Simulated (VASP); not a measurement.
# BN (Qingsongite) (F-43m) in VASP: a series of runs

BN (Qingsongite) is run at these levels: PBE; tasks: single point.

All numbers are computed with VASP 6.6.1; they aren't measurements. Logs are shortened: lines on timing, memory, paths and dates and some standing lists are left out, and cuts for length are marked.

**Measured values to compare with.**

From a printed reference work, monograph, for a bulk crystal of BN at 300 K: band gap 6.4 eV (indirect).

The runs below are set against these values where they give the same quantity.

## 1. The cell of the first run

It takes space group F-43m (No. 216, cubic). Conventional cell: a = 3.554 Å, b = 3.554 Å, c = 3.554 Å, α = 90.00°, β = 90.00°, γ = 90.00°. B (site symmetry -43m) has 4 N at 1.54 Å within 2.1 Å. N (site symmetry -43m) has 4 B at 1.54 Å within 2.1 Å.

## 2. Single point, PBE

Contents of INCAR:

```
PREC = Accurate
ENCUT = 520
EDIFF = 1E-6
ISMEAR = 0
SIGMA = 0.01
LREAL = False
LASPH = True
NELM = 80
ALGO = Normal
ISIF = 2
LWAVE = False
LCHARG = False
GGA = PE
NBANDS = 11
```

Contents of KPOINTS:

```
regular mesh
0
Gamma
  10 10 10
```

Contents of POSCAR:

```
BN
1.0
    0.0000000000      1.7768584873      1.7768584873
    1.7768584873      0.0000000000      1.7768584873
    1.7768584873      1.7768584873      0.0000000000
B N
1 1
Direct
    0.0000000000      0.0000000000      0.0000000000
    0.2500000000      0.2500000000      0.2500000000
```

Potentials or basis: VASP PAW PBE potentials, release 64 (B, N).

The run is started by

```sh
> cat potpaw_PBE.64/B/POTCAR potpaw_PBE.64/N/POTCAR > POTCAR
> mpirun -np 1 vasp_std > vasp.out
```

OUTCAR:

```text
PREC = Accurate
   ENCUT = 520
   EDIFF = 1E-6
   ISMEAR = 0
   LREAL = False
   LASPH = True
   NELM = 80
   ISIF = 2
   GGA = PE

 ion  position               nearest neighbor table
   1  0.000  0.000  0.000-   2 1.54   2 1.54   2 1.54   2 1.54
   2  0.250  0.250  0.250-   1 1.54   1 1.54   1 1.54   1 1.54

  LATTYP: Found a face centered cubic cell.
 ALAT       =     3.5537169746

  Lattice vectors:

 A1 = (   0.0000000000,   1.7768584873,   1.7768584873)
 A2 = (   1.7768584873,   0.0000000000,   1.7768584873)
 A3 = (   1.7768584873,   1.7768584873,   0.0000000000)

Analysis of symmetry for initial positions (statically):
=====================================================================
 Subroutine PRICEL returns:
 Original cell was already a primitive cell.

 Routine SETGRP: Setting up the symmetry group for a
 face centered cubic supercell.

 Subroutine GETGRP returns: Found 24 space group operations
 (whereof 24 operations were pure point group operations)
 out of a pool of 48 trial point group operations.

The static configuration has the point symmetry T_d .

Analysis of symmetry for dynamics (positions and initial velocities):
=====================================================================
 Subroutine PRICEL returns:
 Original cell was already a primitive cell.

 Routine SETGRP: Setting up the symmetry group for a
 face centered cubic supercell.

 Subroutine GETGRP returns: Found 24 space group operations
 (whereof 24 operations were pure point group operations)
 out of a pool of 48 trial point group operations.

The dynamic configuration has the point symmetry T_d .

 Subroutine INISYM returns: Found 24 space group operations
 (whereof 24 operations are pure point group operations),
 and found     1 'primitive' translations

----------------------------------------------------------------------------------------

                                     Primitive cell

  volume of cell :      11.2199

  direct lattice vectors                    reciprocal lattice vectors
     0.000000000  1.776858487  1.776858487    -0.281395510  0.281395510  0.281395510
     1.776858487  0.000000000  1.776858487     0.281395510 -0.281395510  0.281395510
     1.776858487  1.776858487  0.000000000     0.281395510  0.281395510 -0.281395510

  length of vectors
     2.512857371  2.512857371  2.512857371     0.487391320  0.487391320  0.487391320

  position of ions in fractional coordinates (direct lattice)
     0.000000000  0.000000000  0.000000000
     0.250000000  0.250000000  0.250000000

  ion indices of the primitive-cell ions
   primitive index   ion index
                 1           1
                 2           2

----------------------------------------------------------------------------------------

 KPOINTS: regular mesh

Automatic generation of k-mesh.
 Grid dimensions read from file:
 generate k-points for:   10   10   10

 Generating k-lattice:

  Cartesian coordinates                     Fractional coordinates (reciprocal lattice)
    -0.028139551  0.028139551  0.028139551     0.100000000  0.000000000  0.000000000
     0.028139551 -0.028139551  0.028139551     0.000000000  0.100000000  0.000000000
     0.028139551  0.028139551 -0.028139551     0.000000000  0.000000000  0.100000000

  Length of vectors
     0.048739132  0.048739132  0.048739132

  Shift w.r.t. Gamma in fractional coordinates (k-lattice)
     0.000000000  0.000000000  0.000000000

 Subroutine IBZKPT returns following result:
 ===========================================

 Found     47 irreducible k-points:

 Following reciprocal coordinates:
            Coordinates               Weight
  0.000000  0.000000  0.000000      1.000000
  0.100000  0.000000  0.000000      8.000000
  0.200000  0.000000  0.000000      8.000000
  0.300000  0.000000  0.000000      8.000000
  0.400000  0.000000  0.000000      8.000000
  0.500000  0.000000  0.000000      4.000000
[... 16 lines left out ...]
  0.300000  0.300000  0.000000      6.000000
  0.400000  0.300000  0.000000     24.000000
 [... further k-points ...]
   k-points           NKPTS =     47   k-points in BZ     NKDIM =     47   number of bands    NBANDS=     11
   number of dos      NEDOS =    301   number of ions     NIONS =      2
   total plane-waves  NPLWV =   8000
   dimension x,y,z NGX =    20 NGY =   20 NGZ =   20
   dimension x,y,z NGXF=    40 NGYF=   40 NGZF=   40
   ions per type =               1   1
   NGX,Y,Z   is equivalent  to a cutoff of  13.23, 13.23, 13.23 a.u.
   NGXF,Y,Z  is equivalent  to a cutoff of  26.46, 26.46, 26.46 a.u.
 SYSTEM =  unknown system
   PREC   = accura    normal or accurate (medium, high low for compatibility)
   ISTART =      0    job   : 0-new  1-cont  2-samecut
   ICHARG =      2    charge: 1-file 2-atom 10-const
   ISPIN  =      1    spin polarized calculation?
   LNONCOLLINEAR =      F non collinear calculations
   LSORBIT =      F    spin-orbit coupling
   LASPH  =      T    aspherical Exc in radial PAW
   ENCUT  =  520.0 eV  38.22 Ry    6.18 a.u.   4.67  4.67  4.67*2*pi/ulx,y,z
   NELM   =     80;   NELMIN=  2; NELMDL= -5     # of ELM steps
   EDIFF  = 0.1E-05   stopping-criterion for ELM
   LREAL  =      F    real-space projection
   EDIFFG = 0.1E-04   stopping-criterion for IOM
   NSW    =      0    number of steps for IOM
   IBRION =     -1    ionic relax: 0-MD 1-quasi-New 2-CG
   NFREE  =      0    steps in history (QN), initial steepest desc. (CG)
   ISIF   =      2    stress and relaxation
   ISYM   =      2    0-nonsym 1-usesym 2-fastsym
   POTIM  = 0.5000    time-step for ionic-motion
   TEBEG  =    0.0;   TEEND  =   0.0 temperature during run
   PSTRESS=    0.0 pullay stress
   NELECT =       8.0000    total number of electrons
   NUPDOWN=      -1.0000    fix difference up-down
   EMIN   =  10.00;   EMAX   =-10.00  energy-range for DOS
   EFERMI =   0.00;   METHOD = LEGACY
   ISMEAR =     0;   SIGMA  =   0.01  broadening in eV -4-tet -1-fermi 0-gaus
   EFERMI_NEDOS =   21; number of points for ismear=-14 and -15
   IALGO  =     38    algorithm
   IMIX   =      4    mixing-type and parameters
     AMIX     =   0.40;   BMIX     =  1.00
     AMIX_MAG =   1.60;   BMIX_MAG =  1.00
  volume/ion in A,a.u.               =       5.61        37.86
  Fermi-wavevector in a.u.,A,eV,Ry     =   1.462543  2.763806 29.103299  2.139032
  Thomas-Fermi vector in A             =   2.578744
   LORBIT       =      0    0 simple, 1 ext, 2 COOP (PROOUT), +10 PAW based schemes
   GGA     = PE    functional components
   LHFCALC =     F    Hartree Fock is set to
   AEXX    =    0.0000 exact exchange contribution
   IVDW    =     0    specifies the selected vdW correction
   LEPSILON=     F    determine dielectric tensor
   LRPA    =     F    only Hartree local field effects (RPA)
 non-spin polarized calculation
 Gauss-broadening in eV      SIGMA  =   0.01
  energy-cutoff  :      520.00
  volume of cell :       11.22
 maximum number of plane-waves:       318
   NGX =  9   NGY =  9   NGZ =  9

 number of electron       7.9999998 magnetization

 Free energy of the ion-electron system (eV)
  ---------------------------------------------------
  ext. energy  EPLUGINS =         0.00000000
  ---------------------------------------------------
  free energy    TOTEN  =       -17.39819956 eV

  energy without entropy =      -17.39819956  energy(sigma->0) =      -17.39819956

 E-fermi :   8.2481     XC(G=0): -13.0772

 val. band max:        8.0480497227   @ k =   0.0000   0.0000   0.0000
 cond. band min:      12.5598721798   @ k =   0.5000   0.5000   0.0000
 fundamental gap:      4.5118224571
 Fermi energy:         8.2481237729

 k-point     1 :       0.0000    0.0000    0.0000
  band No.  band energies     occupation
      1     -12.7779      2.00000
      2       8.0480      2.00000
      3       8.0480      2.00000
      4       8.0480      2.00000
      5      17.1130      0.00000
      6      17.1130      0.00000
      7      17.1130      0.00000
      8      19.2449      0.00000
      9      33.7785      0.00000
     10      36.4499      0.00000
     11      36.4499      0.00000

 k-point     2 :       0.1000    0.0000    0.0000
  band No.  band energies     occupation
      1     -12.5247      2.00000
      2       6.7330      2.00000
      3       7.7791      2.00000
      4       7.7791      2.00000
      5      17.4819      0.00000
      6      17.5193      0.00000
      7      17.5193      0.00000
      8      19.9867      0.00000
      9      33.3138      0.00000
     10      33.7401      0.00000
     11      33.7401      0.00000

 k-point     3 :       0.2000    0.0000    0.0000
  band No.  band energies     occupation
      1     -11.7779      2.00000
      2       3.9154      2.00000
      3       7.1774      2.00000
      4       7.1774      2.00000
      5      17.9989      0.00000
      6      18.3533      0.00000
      7      18.3533      0.00000
      8      21.5784      0.00000
      9      32.2184      0.00000
     10      32.2184      0.00000
     11      32.4545      0.00000

 k-point     4 :       0.3000    0.0000    0.0000
  band No.  band energies     occupation
      1     -10.5924      2.00000
      2       0.8372      2.00000
      3       6.5710      2.00000
      4       6.5710      2.00000
      5      18.4481      0.00000
      6      18.9285      0.00000
      7      18.9285      0.00000
      8      22.8953      0.00000
      9      32.0021      0.00000
     10      32.5253      0.00000
     11      32.5253      0.00000

 k-point     5 :       0.4000    0.0000    0.0000
  band No.  band energies     occupation
      1      -9.1639      2.00000
      2      -1.8398      2.00000
      3       6.1547      2.00000
      4       6.1547      2.00000
      5      18.7629      0.00000
      6      19.0546      0.00000
      7      19.0546      0.00000
      8      23.6134      0.00000
      9      32.0872      0.00000
     10      34.3373      0.00000
     11      34.3373      0.00000
[... 211 lines left out ...]
 k-point    21 :      -0.3000    0.2000    0.0000
  band No.  band energies     occupation
      1      -8.8849      2.00000
      2      -0.4293      2.00000
      3       2.8552      2.00000
      4       5.8595      2.00000
      5      18.1232      0.00000
      6      20.4470      0.00000
      7      21.1050      0.00000
      8      23.5809      0.00000
      9      30.3277      0.00000
     10      30.9410      0.00000
     11      35.8632      0.00000

 k-point    22 :      -0.2000    0.2000    0.0000
  band No.  band energies     occupation
      1     -10.2007      2.00000
      2       1.6663      2.00000
      3       3.5739      2.00000
      4       6.6851      2.00000
      5      18.9895      0.00000
      6      19.3672      0.00000
      7      20.0312      0.00000
      8      22.4827      0.00000
      9      29.7468      0.00000
     10      31.0496      0.00000
     11      35.9032      0.00000

 k-point    23 :       0.3000    0.3000    0.0000
  band No.  band energies     occupation
      1      -9.8815      2.00000
      2       2.7093      2.00000
      3       4.1848      2.00000
      4       4.1848      2.00000
      5      14.3489      0.00000
      6      19.1866      0.00000
      7      23.3684      0.00000
      8      23.3684      0.00000
      9      27.5686      0.00000
     10      36.5506      0.00000
     11      40.6916      0.00000

 k-point    24 :       0.4000    0.3000    0.0000
  band No.  band energies     occupation
      1      -8.8200      2.00000
      2       1.0658      2.00000
      3       3.3085      2.00000
      4       3.7565      2.00000
      5      14.2917      0.00000
      6      19.0153      0.00000
      7      24.2073      0.00000
      8      24.2561      0.00000
      9      28.5588      0.00000
     10      36.2299      0.00000
     11      40.6964      0.00000

 [... further k-points ...]

------------------------ aborting loop because EDIFF is reached ----------------------------------------

  FORCE on cell =-STRESS in cart. coord.  units (eV):
  Direction    XX          YY          ZZ          XY          YZ          ZX
  --------------------------------------------------------------------------------------
  -------------------------------------------------------------------------------------
  Total        1.7514510      1.7514510      1.7514510     -0.0000000      0.0000000     -0.0000000
  in kB      250.1036577    250.1036577    250.1036577     -0.0000000      0.0000000     -0.0000000
  external PRESSURE =     250.1036577 kB  Pullay stress =       0.0000000 kB

 VOLUME and BASIS-vectors are now :
 -----------------------------------------------------------------------------
  energy-cutoff  :      520.00
  volume of cell :       11.22
      direct lattice vectors                 reciprocal lattice vectors
     0.000000000  1.776858487  1.776858487    -0.281395510  0.281395510  0.281395510
     1.776858487  0.000000000  1.776858487     0.281395510 -0.281395510  0.281395510
     1.776858487  1.776858487  0.000000000     0.281395510  0.281395510 -0.281395510

 POSITION                                       TOTAL-FORCE (eV/Angst)
 -----------------------------------------------------------------------------------
      0.00000      0.00000      0.00000         0.000000      0.000000      0.000000
      0.88843      0.88843      0.88843        -0.000000     -0.000000     -0.000000
 -----------------------------------------------------------------------------------
    total drift:                                0.000000      0.000000      0.000000

  FREE ENERGIE OF THE ION-ELECTRON SYSTEM (eV)
  ---------------------------------------------------
  free  energy   TOTEN  =       -17.3981995575 eV

  energy  without entropy=      -17.3981995575  energy(sigma->0) =      -17.39819956
```

It took 7.7 s on 1 thread of AMD EPYC 7R13, shared host; peak memory 0.09 GiB.

Results:

```
Free energy            : -17.3982 eV
Pressure               : 25.0 GPa
Band gap on the k mesh : 4.51 eV, indirect (least direct gap 9.06 eV)
```

A k mesh can miss the band edges.

## 3. Single point, PBE

This run uses another cell than the first one, of 5.79 Å³/atom, 1.032 times its volume.

Contents of INCAR:

```
SYSTEM = BN
PREC = Accurate
ENCUT = 520
EDIFF = 1E-7
ISMEAR = 0
SIGMA = 0.01
LREAL = .False.
LASPH = .True.
NELM = 80
ALGO = Normal
ISIF = 2
LWAVE = .False.
LCHARG = .False.
GGA = PE
NBANDS = 11
```

Contents of KPOINTS:

```
Automatic mesh
0
Gamma
  10 10 10
  0 0 0
```

Contents of POSCAR:

```
BN
1.0
    0.0000000000      1.7953687620      1.7953687620
    1.7953687620      0.0000000000      1.7953687620
    1.7953687620      1.7953687620      0.0000000000
B N
1 1
Direct
    0.0000000000      0.0000000000      0.0000000000
    0.2500000000      0.2500000000      0.2500000000
```

Potentials or basis: VASP PAW PBE potentials, release 64 (B, N).

The run is started by

```sh
> cat potpaw_PBE.64/B/POTCAR potpaw_PBE.64/N/POTCAR > POTCAR
> mpirun -np 1 vasp_std > vasp.out
```

It took 8.9 s on 1 thread of AMD EPYC 7R13, shared host; peak memory 0.09 GiB.

Results (log left out):

```
Free energy            : -17.4387 eV
Pressure               : 11.4 GPa
Band gap on the k mesh : 4.48 eV, indirect (least direct gap 8.92 eV)
```

Levels at points of the mesh, in eV from the valence-band top:
| k point | band 1 | band 2 | band 3 | band 4 | band 5 | band 6 | band 7 | band 8 | band 9 |
| --- | --- | --- | --- | --- | --- | --- | --- | --- | --- |
| (0.00, 0.00, 0.00) | -20.46 | 0.00 | 0.00 | 0.00 | 8.92 | 8.92 | 8.92 | 10.68 | 25.13 |
| (0.50, 0.00, 0.00) | -16.15 | -10.88 | -1.98 | -1.98 | 10.41 | 10.82 | 10.82 | 15.47 | 23.75 |
| (0.50, 0.50, 0.00) | -14.75 | -9.05 | -5.00 | -5.00 | 4.48 | 9.35 | 18.23 | 18.23 | 21.13 |

A k mesh can miss the band edges.

## 4. Single point, PBE

This run uses another cell than the first one, of 5.96 Å³/atom, 1.063 times its volume.

Contents of INCAR:

```
SYSTEM = BN
PREC     = Accurate       ! precision mode
ENCUT    = 520            ! plane-wave cutoff, eV
EDIFF    = 1E-6           ! SCF threshold, eV
ISMEAR   = 0              ! smearing method
SIGMA    = 0.01           ! smearing width, eV
LREAL    = .FALSE.        ! projectors in reciprocal space
LASPH    = .TRUE.         ! aspherical terms in the spheres
NELM     = 60             ! most SCF steps
ALGO     = Normal         ! electronic algorithm
ISIF     = 2              ! what is computed and relaxed
LWAVE    = .FALSE.        ! write WAVECAR
LCHARG   = .FALSE.        ! write CHGCAR
GGA      = PE             ! functional
NBANDS   = 11             ! bands
```

Contents of KPOINTS:

```
regular mesh
0
G
  10 10 10
  0 0 0
```

Contents of POSCAR:

```
BN
1.0
    0.0000000000      1.8135050275      1.8135050275
    1.8135050275      0.0000000000      1.8135050275
    1.8135050275      1.8135050275      0.0000000000
B N
1 1
Direct
    0.0000000000      0.0000000000      0.0000000000
    0.2500000000      0.2500000000      0.2500000000
```

The run is started by

```sh
> cat potpaw_PBE.64/B/POTCAR potpaw_PBE.64/N/POTCAR > POTCAR
> mpirun -np 1 vasp_std > vasp.out
```

Wall time 7.5 s (1 thread of AMD EPYC 7R13, shared host); peak memory 0.09 GiB.

Results (log left out):

| Item | Value |
| --- | --- |
| Free energy | -17.4510 eV |
| Pressure | -0.5 GPa |
| Band gap on the k mesh | 4.45 eV, indirect (least direct gap 8.77 eV) |

Levels at points of the mesh, in eV from the valence-band top:
```
           k point  band 1  band 2  band 3  band 4  band 5  band 6  band 7  band 8  band 9
(0.00, 0.00, 0.00)  -20.12    0.00    0.00    0.00    8.77    8.77    8.77   10.19   24.57
(0.50, 0.00, 0.00)  -15.95  -10.60   -1.92   -1.92   10.02   10.65   10.65   15.15   23.32
(0.50, 0.50, 0.00)  -14.59   -8.85   -4.86   -4.86    4.45    9.18   17.77   17.77   20.62
```

[end of part 1 of 2]
